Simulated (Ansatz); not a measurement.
This Ansatz 0.2.0 run on ZnCu2SnS4 needs a look.

The input input.yaml:

```yaml
crystal:
  lattice:
    - [-2.7171, 2.7171, 5.4248]
    - [2.7171, -2.7171, 5.4248]
    - [2.7171, 2.7171, -5.4248]
  atoms:
    - { symbol: Sn, position: [0.5, 0.5, 0.0] }
    - { symbol: Zn, position: [0.25, 0.75, 0.5] }
    - { symbol: Cu, position: [0.75, 0.25, 0.5] }
    - { symbol: Cu, position: [0.0, 0.0, 0.0] }
    - { symbol: S, position: [0.62799, 0.62839, 0.5128] }
    - { symbol: S, position: [0.88481, 0.37201, 0.0004] }
    - { symbol: S, position: [0.11559, 0.11519, 0.4872] }
    - { symbol: S, position: [0.37161, 0.88441, 0.9996] }
hamiltonian:
  xc: pbesol
  pseudopotentials: { kind: paw }
kpoints:
  mp_grid: { grid: [7, 7, 7] }
scf:
  occupations: { method: fermi_dirac, width: 0.3 }
  n_extra_bands: 0
  max_iter: 80
output:
  forces: true
  stress: true
  eigenvalues: true
relax:
  f_tol: 0.01
  max_steps: 40
  cell: { stress_tol: 0.05 }
```

Potentials or basis: Ansatz PAW.

The run is started by

```bash
$ ansatz run input.yaml --threads 4 --pin off --max-ram 11264MiB --backend cpu --events-out ev --progress --plain --runs-dir out
```

Output:

```text
Error: inconsistent input (scf.n_extra_bands, scf.occupations.method): n_bands = 44 leaves no empty band above the 44 bands per channel that the deck's 88 electrons occupy, and the occupations search for the Fermi level (a smearing at a finite width, or tetrahedra): a level found among occupied bands alone can fill a metal as an insulator; raise scf.n_extra_bands until at least 45 bands are solved (omitted, it auto-derives to 58) (see scf.n_extra_bands in the input reference)
```

Diagnose the run.

The input was rejected before any iteration. The input holds a flaw that was put in on purpose: too few bands (scf.n_extra_bands = 0; scf.occupations = method fermi_dirac, width 0.3).

A sound run on the same cell differs in these lines of the main input:
```diff
@@ -21,3 +21 @@
-  occupations: { method: fermi_dirac, width: 0.3 }
-  n_extra_bands: 0
-  max_iter: 80
+  occupations: { method: fermi_dirac, width: 0.05 }
```
